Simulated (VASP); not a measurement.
# ZnO (P6_3mc) in VASP: notebook, part 2 of 2

VASP 6.6.1. Earlier steps stand in the parts before.

### 3 Band structure, LDA

This run uses another cell than the first one, of 11.40 Å³/atom, 0.920 times its volume.

File INCAR:

```
SYSTEM = ZnO
PREC     = Accurate       ! precision mode
ENCUT    = 520            ! plane-wave cutoff, eV
EDIFF    = 1E-7           ! SCF threshold, eV
ISMEAR   = 0              ! smearing method
SIGMA    = 0.03           ! smearing width, eV
LREAL    = .False.        ! projectors in reciprocal space
LASPH    = .True.         ! aspherical terms in the spheres
NELM     = 80             ! most SCF steps
ALGO     = Fast           ! electronic algorithm
ISIF     = 2              ! what is computed and relaxed
LWAVE    = .False.        ! write WAVECAR
LCHARG   = .False.        ! write CHGCAR
NBANDS   = 26             ! bands
ICORELEVEL= 1
```

File KPOINTS:

```
regular mesh
0
Gamma
  9 9 5
  0 0 0
```

File POSCAR:

```
ZnO                                     
1.0
    3.1939355803      0.0000000000      0.0000000000
   -1.5969677901      2.7660293480      0.0000000000
    0.0000000000      0.0000000000      5.1636360402
  Zn              O             
     2     2
Direct
     0.3333333300000021    0.6666666699999979    0.5003505749365189
     0.6666666699999979    0.3333333300000021    0.0003505749365189
     0.6666666699999979    0.3333333300000021    0.3786594250634820
     0.3333333300000021    0.6666666699999979    0.8786594250634820
```

File KPOINTS_OPT:

```
explicit points
96
Reciprocal
 0.0000000000  0.0000000000  0.0000000000 1
 0.0555555556  0.0000000000  0.0000000000 1
 0.1111111111  0.0000000000  0.0000000000 1
 0.1666666667  0.0000000000  0.0000000000 1
 0.2222222222  0.0000000000  0.0000000000 1
 0.2777777778  0.0000000000  0.0000000000 1
 0.3333333333  0.0000000000  0.0000000000 1
 0.3888888889  0.0000000000  0.0000000000 1
 0.4444444444  0.0000000000  0.0000000000 1
 0.5000000000  0.0000000000  0.0000000000 1
 0.5000000000  0.0000000000  0.0000000000 1
 0.4814814815  0.0370370370  0.0000000000 1
 0.4629629630  0.0740740741  0.0000000000 1
 0.4444444444  0.1111111111  0.0000000000 1
 0.4259259259  0.1481481481  0.0000000000 1
 0.4074074074  0.1851851852  0.0000000000 1
 0.3888888889  0.2222222222  0.0000000000 1
 0.3703703703  0.2592592592  0.0000000000 1
 0.3518518518  0.2962962963  0.0000000000 1
 0.3333333333  0.3333333333  0.0000000000 1
 0.3333333333  0.3333333333  0.0000000000 1
 0.2962962963  0.2962962963  0.0000000000 1
 0.2592592592  0.2592592592  0.0000000000 1
 0.2222222222  0.2222222222  0.0000000000 1
 0.1851851852  0.1851851852  0.0000000000 1
 0.1481481481  0.1481481481  0.0000000000 1
 0.1111111111  0.1111111111  0.0000000000 1
 0.0740740741  0.0740740741  0.0000000000 1
 0.0370370370  0.0370370370  0.0000000000 1
 0.0000000000  0.0000000000  0.0000000000 1
 0.0000000000  0.0000000000  0.0000000000 1
 0.0000000000  0.0000000000  0.0555555556 1
 0.0000000000  0.0000000000  0.1111111111 1
 0.0000000000  0.0000000000  0.1666666667 1
 0.0000000000  0.0000000000  0.2222222222 1
 0.0000000000  0.0000000000  0.2777777778 1
 0.0000000000  0.0000000000  0.3333333333 1
 0.0000000000  0.0000000000  0.3888888889 1
 0.0000000000  0.0000000000  0.4444444444 1
 0.0000000000  0.0000000000  0.5000000000 1
 0.0000000000  0.0000000000  0.5000000000 1
 0.0555555556  0.0000000000  0.5000000000 1
 0.1111111111  0.0000000000  0.5000000000 1
 0.1666666667  0.0000000000  0.5000000000 1
 0.2222222222  0.0000000000  0.5000000000 1
 0.2777777778  0.0000000000  0.5000000000 1
 0.3333333333  0.0000000000  0.5000000000 1
 0.3888888889  0.0000000000  0.5000000000 1
 0.4444444444  0.0000000000  0.5000000000 1
 0.5000000000  0.0000000000  0.5000000000 1
 0.5000000000  0.0000000000  0.5000000000 1
 0.4814814815  0.0370370370  0.5000000000 1
 0.4629629630  0.0740740741  0.5000000000 1
 0.4444444444  0.1111111111  0.5000000000 1
 0.4259259259  0.1481481481  0.5000000000 1
 0.4074074074  0.1851851852  0.5000000000 1
 0.3888888889  0.2222222222  0.5000000000 1
 0.3703703703  0.2592592592  0.5000000000 1
 0.3518518518  0.2962962963  0.5000000000 1
 0.3333333333  0.3333333333  0.5000000000 1
 0.3333333333  0.3333333333  0.5000000000 1
 0.2962962963  0.2962962963  0.5000000000 1
 0.2592592592  0.2592592592  0.5000000000 1
 0.2222222222  0.2222222222  0.5000000000 1
 0.1851851852  0.1851851852  0.5000000000 1
 0.1481481481  0.1481481481  0.5000000000 1
 0.1111111111  0.1111111111  0.5000000000 1
 0.0740740741  0.0740740741  0.5000000000 1
 0.0370370370  0.0370370370  0.5000000000 1
 0.0000000000  0.0000000000  0.5000000000 1
 0.5000000000  0.0000000000  0.5000000000 1
 0.5000000000  0.0000000000  0.4444444444 1
 0.5000000000  0.0000000000  0.3888888889 1
 0.5000000000  0.0000000000  0.3333333333 1
 0.5000000000  0.0000000000  0.2777777778 1
 0.5000000000  0.0000000000  0.2222222222 1
 0.5000000000  0.0000000000  0.1666666667 1
 0.5000000000  0.0000000000  0.1111111111 1
 0.5000000000  0.0000000000  0.0555555556 1
 0.5000000000  0.0000000000  0.0000000000 1
 0.3333333333  0.3333333333  0.0000000000 1
 0.3333333333  0.3333333333  0.0555555556 1
 0.3333333333  0.3333333333  0.1111111111 1
 0.3333333333  0.3333333333  0.1666666667 1
 0.3333333333  0.3333333333  0.2222222222 1
 0.3333333333  0.3333333333  0.2777777778 1
 0.3333333333  0.3333333333  0.3333333333 1
 0.3333333333  0.3333333333  0.3888888889 1
 0.3333333333  0.3333333333  0.4444444444 1
 0.3333333333  0.3333333333  0.5000000000 1
 0.0000000000  0.0000000000  0.0000000000 1
 0.0000000000  0.0000000000  0.5000000000 1
 0.3333333333  0.3333333333  0.5000000000 1
 0.3333333333  0.3333333333  0.0000000000 1
 0.5000000000  0.0000000000  0.5000000000 1
 0.5000000000  0.0000000000  0.0000000000 1
```

Potentials or basis: VASP PAW LDA potentials, release 64 (Zn, O).

On the command line:

```sh
cat potpaw_LDA.64/Zn/POTCAR potpaw_LDA.64/O/POTCAR > POTCAR
mpirun -np 1 vasp_std > vasp.out
```

Run time: 74 s. Hardware: 1 thread of AMD EPYC 7R13 (Zen 3), shared host; peak memory 0.15 GiB.

Results (log left out):

```yaml
Free_energy: -21.1583 eV
Pressure: 0.3 GPa
Largest_force: 0.004 eV/Å
Band_gap_on_the_k_mesh: 0.80 eV, direct
Band_gap_along_the_path: 0.80 eV, direct
```

Forces on the atoms (eV/Å):
```
Zn   0.000  0.000 -0.004
Zn   0.000  0.000 -0.004
O    0.000  0.000  0.004
O    0.000  0.000  0.004
```

Levels at the corners of the path, in eV from the valence-band top:
| point | band 16 | band 17 | band 18 | band 19 | band 20 | band 21 |
| --- | --- | --- | --- | --- | --- | --- |
| Γ | -0.10 | 0.00 | 0.00 | 0.80 | 5.27 | 8.18 |
| M | -2.43 | -1.40 | -0.90 | 5.86 | 6.76 | 7.44 |
| M | -2.43 | -1.40 | -0.90 | 5.86 | 6.76 | 7.44 |
| K | -2.06 | -2.06 | -1.86 | 7.44 | 7.85 | 7.85 |
| K | -2.06 | -2.06 | -1.86 | 7.44 | 7.85 | 7.85 |
| Γ | -0.10 | 0.00 | 0.00 | 0.80 | 5.27 | 8.18 |
| Γ | -0.10 | 0.00 | 0.00 | 0.80 | 5.27 | 8.18 |
| A | -0.42 | -0.42 | -0.42 | 3.48 | 3.48 | 10.03 |
| A | -0.42 | -0.42 | -0.42 | 3.48 | 3.48 | 10.03 |
| L | -1.61 | -1.49 | -1.49 | 5.63 | 5.63 | 8.54 |
| L | -1.61 | -1.49 | -1.49 | 5.63 | 5.63 | 8.54 |
| H | -2.87 | -1.36 | -1.36 | 7.90 | 7.90 | 8.04 |
| H | -2.87 | -1.36 | -1.36 | 7.90 | 7.90 | 8.04 |
| A | -0.42 | -0.42 | -0.42 | 3.48 | 3.48 | 10.03 |
| L | -1.61 | -1.49 | -1.49 | 5.63 | 5.63 | 8.54 |
| M | -2.43 | -1.40 | -0.90 | 5.86 | 6.76 | 7.44 |
| K | -2.06 | -2.06 | -1.86 | 7.44 | 7.85 | 7.85 |
| H | -2.87 | -1.36 | -1.36 | 7.90 | 7.90 | 8.04 |

Core levels (eV, on the scale of the bands):
| atom | levels |
| --- | --- |
| 1 Zn | 1s -9469.8, 2s -1145.7, 2p -994.2, 3s -121.0, 3p -75.9 |
| 2 Zn | 1s -9469.8, 2s -1145.7, 2p -994.2, 3s -121.0, 3p -75.9 |
| 3 O | 1s -499.4 |
| 4 O | 1s -499.4 |

### 4 Comparison with measurements

Step 2. Against the measured gap of ZnO, 3.37 eV (quoted in “Electronic structure of alkaline earth and post-transition metal oxides”, 2009, arxiv:0908.1581), the calculated 0.72 eV is off by -2.65 eV. So large a miss can be the level of theory's own, or it may mean another phase, state or a wrong row. The value is that of PBE, without temperature or zero-point motion. Semilocal functionals fall short of measured gaps as a rule.

Step 3. Measured gap of ZnO: 3.37 eV (quoted in “Electronic structure of alkaline earth and post-transition metal oxides”, 2009, arxiv:0908.1581). This calculation gives 0.80 eV (-2.57 eV). So large a miss can be the level of theory's own, or it may mean another phase, state or a wrong row. The value is that of LDA, without temperature or zero-point motion. Semilocal functionals fall short of measured gaps as a rule.
